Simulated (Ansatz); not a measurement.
Crystal: B.

```
CELL_PARAMETERS angstrom
1.88524 0.00000 0.00000
0.00000 1.88524 0.00000
0.00000 0.00000 1.88524
ATOMIC_POSITIONS crystal
B 0.50000 0.50000 0.50000
```

The cell was built by a generator and needn't be a form met in nature.

Base run:

- Program: Ansatz 0.2.0
- Functional: RPBE
- Potentials or basis: Ansatz PAW
- Cutoff: 420 eV (not typed: the program's choice for these potentials)
- k mesh: 14 × 14 × 14
- Occupations: fermi-dirac, width 0.05 eV
- Spin: no spin polarisation

Its results: band gap on the k mesh none (metal or under the smearing width); pressure 4.0 GPa.

Question: After a change of settings the same cell gave: band gap on the k mesh none (metal or under the smearing width); pressure 8.0 GPa. Which change was it?
A. functional from RPBE to PBEsol
B. functional from RPBE to PBE
C. functional from RPBE to BLYP
D. functional from RPBE to r2SCAN; cutoff from 420 eV (not typed: the program's choice for these potentials) to 500 eV (not typed: the program's choice for these potentials)

Answer: C.

Caveats: the PAW data sets come from PBE, with cores solved anew for the run's functional, which leaves a small shift of forces and pressure.
